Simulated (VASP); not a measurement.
# Tl (Im-3m) in VASP: notebook

Runs on Tl. Level: PBE. Tasks: relaxation of cell and atoms.

All numbers are computed with VASP 6.6.1; they aren't measurements. Logs are shortened: lines on timing, memory, paths and dates and some standing lists are left out, and cuts for length are marked.

## (1) The crystal as given

Symmetry: Im-3m, No. 229, cubic system. The conventional cell has a = 3.882 Å, b = 3.882 Å, c = 3.882 Å, α = 90.00°, β = 90.00°, γ = 90.00°. Around Tl (site symmetry m-3m) lie 8 Tl at 3.36 Å.

This isn't the form of Tl at room conditions, which is hcp.

## (2) Relaxation of cell and atoms, PBE

Contents of INCAR:

```
SYSTEM = Tl
ALGO = Normal ; EDIFF = 1E-6
EDIFFG = -0.01 ; ENCUT = 520
GGA = PE ; IBRION = 2
ISIF = 3 ; ISMEAR = 0
LASPH = .TRUE. ; LCHARG = .FALSE.
LREAL = .FALSE. ; LWAVE = .FALSE.
NELM = 120 ; NSW = 90
PREC = Accurate ; SIGMA = 0.1
```

Contents of KPOINTS:

```
k-points
0
G
  16 16 16
  0 0 0
```

Contents of POSCAR:

```
Tl
1.0
   -1.9410000000      1.9410000000      1.9410000000
    1.9410000000     -1.9410000000      1.9410000000
    1.9410000000      1.9410000000     -1.9410000000
Tl
1
Direct
    0.0000000000      0.0000000000      0.0000000000
```

Potentials or basis: VASP PAW PBE potentials, release 64 (Tl_d).

Run with:

```
> cat potpaw_PBE.64/Tl_d/POTCAR > POTCAR
> mpirun -np 1 vasp_std > vasp.out
```

OUTCAR:

```text
SYSTEM = Tl
   EDIFF = 1E-6
   EDIFFG = -0.01
   ENCUT = 520
   GGA = PE
   IBRION = 2
   ISIF = 3
   ISMEAR = 0
   LASPH = .TRUE.
   LREAL = .FALSE.
   NELM = 120
   NSW = 90
   PREC = Accurate

 ion  position               nearest neighbor table
   1  0.000  0.000  0.000-

  LATTYP: Found a body centered cubic cell.
 ALAT       =     3.8820000000

  Lattice vectors:

 A1 = (  -1.9410000000,   1.9410000000,   1.9410000000)
 A2 = (   1.9410000000,  -1.9410000000,   1.9410000000)
 A3 = (   1.9410000000,   1.9410000000,  -1.9410000000)

Analysis of symmetry for initial positions (statically):
=====================================================================
 Subroutine PRICEL returns:
 Original cell was already a primitive cell.

 Routine SETGRP: Setting up the symmetry group for a
 body centered cubic supercell.

 Subroutine GETGRP returns: Found 48 space group operations
 (whereof 48 operations were pure point group operations)
 out of a pool of 48 trial point group operations.

The static configuration has the point symmetry O_h .

Analysis of symmetry for dynamics (positions and initial velocities):
=====================================================================
 Subroutine PRICEL returns:
 Original cell was already a primitive cell.

 Routine SETGRP: Setting up the symmetry group for a
 body centered cubic supercell.

 Subroutine GETGRP returns: Found 48 space group operations
 (whereof 48 operations were pure point group operations)
 out of a pool of 48 trial point group operations.

The dynamic configuration has the point symmetry O_h .

 Subroutine INISYM returns: Found 48 space group operations
 (whereof 48 operations are pure point group operations),
 and found     1 'primitive' translations

----------------------------------------------------------------------------------------

                                     Primitive cell

  volume of cell :      29.2507

  direct lattice vectors                    reciprocal lattice vectors
    -1.941000000  1.941000000  1.941000000     0.000000000  0.257599176  0.257599176
     1.941000000 -1.941000000  1.941000000     0.257599176  0.000000000  0.257599176
     1.941000000  1.941000000 -1.941000000     0.257599176  0.257599176  0.000000000

  length of vectors
     3.361910617  3.361910617  3.361910617     0.364300248  0.364300248  0.364300248

  position of ions in fractional coordinates (direct lattice)
     0.000000000  0.000000000  0.000000000

  ion indices of the primitive-cell ions
   primitive index   ion index
                 1           1

----------------------------------------------------------------------------------------

 KPOINTS: k-points

Automatic generation of k-mesh.
 Grid dimensions read from file:
 generate k-points for:   16   16   16

 Generating k-lattice:

  Cartesian coordinates                     Fractional coordinates (reciprocal lattice)
     0.000000000  0.016099948  0.016099948     0.062500000  0.000000000  0.000000000
     0.016099948  0.000000000  0.016099948     0.000000000  0.062500000  0.000000000
     0.016099948  0.016099948  0.000000000     0.000000000  0.000000000  0.062500000

  Length of vectors
     0.022768765  0.022768765  0.022768765

  Shift w.r.t. Gamma in fractional coordinates (k-lattice)
     0.000000000  0.000000000  0.000000000

 Subroutine IBZKPT returns following result:
 ===========================================

 Found    145 irreducible k-points:

 Following reciprocal coordinates:
            Coordinates               Weight
  0.000000  0.000000  0.000000      1.000000
  0.062500  0.000000  0.000000     12.000000
  0.125000  0.000000  0.000000     12.000000
  0.187500  0.000000  0.000000     12.000000
  0.250000  0.000000  0.000000     12.000000
  0.312500  0.000000  0.000000     12.000000
[... 16 lines left out ...]
  0.187500  0.187500  0.000000     24.000000
  0.250000  0.187500 -0.000000     48.000000
 [... further k-points ...]
   k-points           NKPTS =    145   k-points in BZ     NKDIM =    145   number of bands    NBANDS=     10
   number of dos      NEDOS =    301   number of ions     NIONS =      1
   total plane-waves  NPLWV =  21952
   dimension x,y,z NGX =    28 NGY =   28 NGZ =   28
   dimension x,y,z NGXF=    56 NGYF=   56 NGZF=   56
   ions per type =               1
   NGX,Y,Z   is equivalent  to a cutoff of  13.85, 13.85, 13.85 a.u.
   NGXF,Y,Z  is equivalent  to a cutoff of  27.69, 27.69, 27.69 a.u.
 SYSTEM =  Tl
   PREC   = accura    normal or accurate (medium, high low for compatibility)
   ISTART =      0    job   : 0-new  1-cont  2-samecut
   ICHARG =      2    charge: 1-file 2-atom 10-const
   ISPIN  =      1    spin polarized calculation?
   LNONCOLLINEAR =      F non collinear calculations
   LSORBIT =      F    spin-orbit coupling
   LASPH  =      T    aspherical Exc in radial PAW
   ENCUT  =  520.0 eV  38.22 Ry    6.18 a.u.   6.25  6.25  6.25*2*pi/ulx,y,z
   NELM   =    120;   NELMIN=  2; NELMDL= -5     # of ELM steps
   EDIFF  = 0.1E-05   stopping-criterion for ELM
   LREAL  =      F    real-space projection
   EDIFFG = -.1E-01   stopping-criterion for IOM
   NSW    =     90    number of steps for IOM
   IBRION =      2    ionic relax: 0-MD 1-quasi-New 2-CG
   NFREE  =      1    steps in history (QN), initial steepest desc. (CG)
   ISIF   =      3    stress and relaxation
   ISYM   =      2    0-nonsym 1-usesym 2-fastsym
   POTIM  = 0.5000    time-step for ionic-motion
   TEBEG  =    0.0;   TEEND  =   0.0 temperature during run
   PSTRESS=    0.0 pullay stress
   NELECT =      13.0000    total number of electrons
   NUPDOWN=      -1.0000    fix difference up-down
   EMIN   =  10.00;   EMAX   =-10.00  energy-range for DOS
   EFERMI =   0.00;   METHOD = LEGACY
   ISMEAR =     0;   SIGMA  =   0.10  broadening in eV -4-tet -1-fermi 0-gaus
   EFERMI_NEDOS =   21; number of points for ismear=-14 and -15
   IALGO  =     38    algorithm
   IMIX   =      4    mixing-type and parameters
     AMIX     =   0.40;   BMIX     =  1.00
     AMIX_MAG =   1.60;   BMIX_MAG =  1.00
  volume/ion in A,a.u.               =      29.25       197.39
  Fermi-wavevector in a.u.,A,eV,Ry     =   1.249330  2.360891 21.236311  1.560825
  Thomas-Fermi vector in A             =   2.383375
   LORBIT       =      0    0 simple, 1 ext, 2 COOP (PROOUT), +10 PAW based schemes
   GGA     = PE    functional components
   LHFCALC =     F    Hartree Fock is set to
   AEXX    =    0.0000 exact exchange contribution
   IVDW    =     0    specifies the selected vdW correction
   LEPSILON=     F    determine dielectric tensor
   LRPA    =     F    only Hartree local field effects (RPA)
 conjugate gradient relaxation of ions
 non-spin polarized calculation
 Gauss-broadening in eV      SIGMA  =   0.10
  energy-cutoff  :      520.00
  volume of cell :       29.25
 maximum number of plane-waves:       802
 NGX is ok and might be reduce to    28
   NGX = 13   NGY = 13   NGZ = 13

--------------------------------------- Ionic step        1  -------------------------------------------

 number of electron      13.0000002 magnetization

 Free energy of the ion-electron system (eV)
  ---------------------------------------------------
  ext. energy  EPLUGINS =         0.00000000
  ---------------------------------------------------
  free energy    TOTEN  =        -2.20815283 eV

  energy without entropy =       -2.20539207  energy(sigma->0) =       -2.20677245

 E-fermi :   6.3216     XC(G=0): -10.0805

 val. band max:        6.2673764677   @ k =  -0.3750   0.4375   0.1875
 cond. band min:       6.3526400751   @ k =  -0.3750   0.3750   0.1250
 fundamental gap:      0.0852636074
 Fermi energy:         6.3215954885

 k-point     1 :       0.0000    0.0000    0.0000
  band No.  band energies     occupation
      1      -5.3065      2.00000
      2      -5.3065      2.00000
      3      -5.3065      2.00000
      4      -4.8981      2.00000
      5      -4.8981      2.00000
      6      -3.5498      2.00000
      7      16.9422      0.00000
      8      16.9422      0.00000
      9      16.9422      0.00000
     10      18.6318      0.00000

 k-point     2 :       0.0625    0.0000    0.0000
  band No.  band energies     occupation
      1      -5.3132      2.00000
      2      -5.3014      2.00000
      3      -5.2827      2.00000
      4      -4.9054      2.00000
      5      -4.8982      2.00000
      6      -3.4631      2.00000
      7      15.9745      0.00000
      8      16.6116      0.00000
      9      16.7526      0.00000
     10      18.2608      0.00000
[... 343 lines left out ...]
 POSITION                                       TOTAL-FORCE (eV/Angst)
 -----------------------------------------------------------------------------------
      1.97814      1.97814      1.97814        -0.000000      0.000000      0.000000
 -----------------------------------------------------------------------------------
    total drift:                                0.000000      0.000000      0.000000

  FREE ENERGIE OF THE ION-ELECTRON SYSTEM (eV)
  ---------------------------------------------------
  free  energy   TOTEN  =        -2.2208283532 eV

  energy  without entropy=       -2.2175771590  energy(sigma->0) =       -2.21920276

--------------------------------------- Ionic step        3  -------------------------------------------

 number of electron      12.9999998 magnetization

 Free energy of the ion-electron system (eV)
  ---------------------------------------------------
  ext. energy  EPLUGINS =         0.00000000
  ---------------------------------------------------
  free energy    TOTEN  =        -2.22117044 eV

  energy without entropy =       -2.21785357  energy(sigma->0) =       -2.21951200

 E-fermi :   5.6544     XC(G=0):  -9.7524

 val. band max:        5.6072411941   @ k =   0.2500   0.2500   0.1875
 cond. band min:       5.6655456616   @ k =  -0.3750   0.3750   0.1250
 fundamental gap:      0.0583044675
 Fermi energy:         5.6544386220

 k-point     1 :       0.0000    0.0000    0.0000
  band No.  band energies     occupation
      1      -5.8870      2.00000
      2      -5.8870      2.00000
      3      -5.8870      2.00000
      4      -5.5399      2.00000
      5      -5.5399      2.00000
      6      -3.7859      2.00000
      7      15.5891      0.00000
      8      15.5891      0.00000
      9      15.5891      0.00000
     10      17.7978      0.00000

 k-point     2 :       0.0625    0.0000    0.0000
  band No.  band energies     occupation
      1      -5.8925      2.00000
      2      -5.8823      2.00000
      3      -5.8666      2.00000
      4      -5.5459      2.00000
      5      -5.5400      2.00000
      6      -3.7046      2.00000
      7      14.6804      0.00000
      8      15.2886      0.00000
      9      15.4360      0.00000
     10      17.3733      0.00000
[... 308 lines left out ...]
 POSITION                                       TOTAL-FORCE (eV/Angst)
 -----------------------------------------------------------------------------------
      0.00000      0.00000      0.00000         0.000000     -0.000000      0.000000
 -----------------------------------------------------------------------------------
    total drift:                                0.000000     -0.000000     -0.000000

  FREE ENERGIE OF THE ION-ELECTRON SYSTEM (eV)
  ---------------------------------------------------
  free  energy   TOTEN  =        -2.2211704368 eV

  energy  without entropy=       -2.2178535659  energy(sigma->0) =       -2.21951200

 reached required accuracy - stopping structural energy minimisation
```

It took 52 s on 1 thread of Intel Xeon Platinum 8375C at 2.90GHz (Ice Lake), shared host; peak memory 0.19 GiB.

Results:

```yaml
Free_energy: -2.2212 eV
Relaxed_volume: 31.28 Å³/atom
Relaxed_cell: a = 3.438 Å, b = 3.438 Å, c = 3.438 Å, α = 109.47°, β = 109.47°, γ = 109.47°
Space_group_after_relaxing_to_0.05_Å: Im-3m (No. 229)
Energy_gained_by_relaxing: 13.0 meV/atom
Ionic_steps: 3
Pressure_after_relaxing: 0.0 GPa
Band_gap_on_the_k_mesh: none (metal or under the smearing width)
```

Step by step:
```
step  energy change (eV)  largest force (eV/Å)  pressure (GPa)  volume (Å³)
   1              0.0000                0.0000            2.17        29.25
   2             -0.0127                0.0000            0.28        30.96
   3             -0.0130                0.0000            0.05        31.28
```

Final structure:
```
CELL_PARAMETERS angstrom
-1.98480 1.98480 1.98480
1.98480 -1.98480 1.98480
1.98480 1.98480 -1.98480
ATOMIC_POSITIONS crystal
Tl 0.00000 0.00000 0.00000
```

Levels at points of the mesh, in eV from the Fermi level:
```tsv
k point	band 3	band 4	band 5	band 6	band 7	band 8	band 9	band 10
(0.00, 0.00, 0.00)	-11.54	-11.19	-11.19	-9.44	9.93	9.93	9.93	12.14
(0.50, 0.00, 0.00)	-11.22	-11.19	-10.97	-5.05	-2.37	5.48	6.88	9.45
(0.50, 0.50, 0.50)	-11.02	-11.02	-11.02	-2.05	1.47	1.47	1.47	6.25
```

Spin-orbit coupling is left out, which matters for the levels of Tl. PBE usually gives volumes a little too large and moduli too small.

## (3) Relaxation of cell and atoms, PBE

This run uses another cell than the first one, of 31.28 Å³/atom, 1.069 times its volume.

Contents of INCAR:

```
SYSTEM = Tl
ALGO = Normal ; EDIFF = 1E-7
EDIFFG = -0.005 ; ENCUT = 520
GGA = PE ; IBRION = 2
ISIF = 3 ; ISMEAR = 0
LASPH = .TRUE. ; LCHARG = .FALSE.
LREAL = .FALSE. ; LWAVE = .FALSE.
NELM = 120 ; NSW = 60
POTIM = 0.3 ; PREC = Accurate
SIGMA = 0.1
```

KPOINTS is that of step 2.

Contents of POSCAR:

```
Tl                                      
1.0
   -1.9847973472      1.9847973472      1.9847973472
    1.9847973472     -1.9847973472      1.9847973472
    1.9847973472      1.9847973472     -1.9847973472
  Tl            
     1
Direct
     0.0000000000000000    0.0000000000000000    0.0000000000000000
```

Potentials or basis: VASP PAW PBE potentials, release 64 (Tl_d).

Run with:

```
> cat potpaw_PBE.64/Tl_d/POTCAR > POTCAR
> mpirun -np 1 vasp_std > vasp.out
```

It took 38 s on 1 thread of Intel Xeon Platinum 8375C at 2.90GHz (Ice Lake), shared host; peak memory 0.2 GiB.

The run converged. Its results:

| Property | Result |
| --- | --- |
| Free energy | -2.2221 eV |
| Relaxed volume | 31.29 Å³/atom |
| Relaxed cell | a = 3.438 Å, b = 3.438 Å, c = 3.438 Å, α = 109.47°, β = 109.47°, γ = 109.47° |
| Space group after relaxing (to 0.05 Å) | Im-3m (No. 229) |
| Energy gained by relaxing | 0.0 meV/atom |
| Ionic steps | 2 |
| Pressure after relaxing | 0.0 GPa |
| Band gap on the k mesh | none (metal or under the smearing width) |

Final structure:
```yaml
crystal:
  lattice:
    - [-1.98509, 1.98509, 1.98509]
    - [1.98509, -1.98509, 1.98509]
    - [1.98509, 1.98509, -1.98509]
  atoms:
    - { symbol: Tl, position: [0.00000, 0.00000, 0.00000] }
```

Levels at points of the mesh, in eV from the Fermi level:
```csv
k point,band 4,band 5,band 6,band 7,band 8,band 9
"(0.00, 0.00, 0.00)",-11.19,-11.19,-9.44,9.93,9.93,9.93
"(0.50, 0.00, 0.00)",-11.19,-10.97,-5.05,-2.37,5.48,6.88
"(0.50, 0.50, 0.50)",-11.02,-11.02,-2.06,1.47,1.47,1.47
```

The run has no spin-orbit coupling, so splittings on Tl are missing.
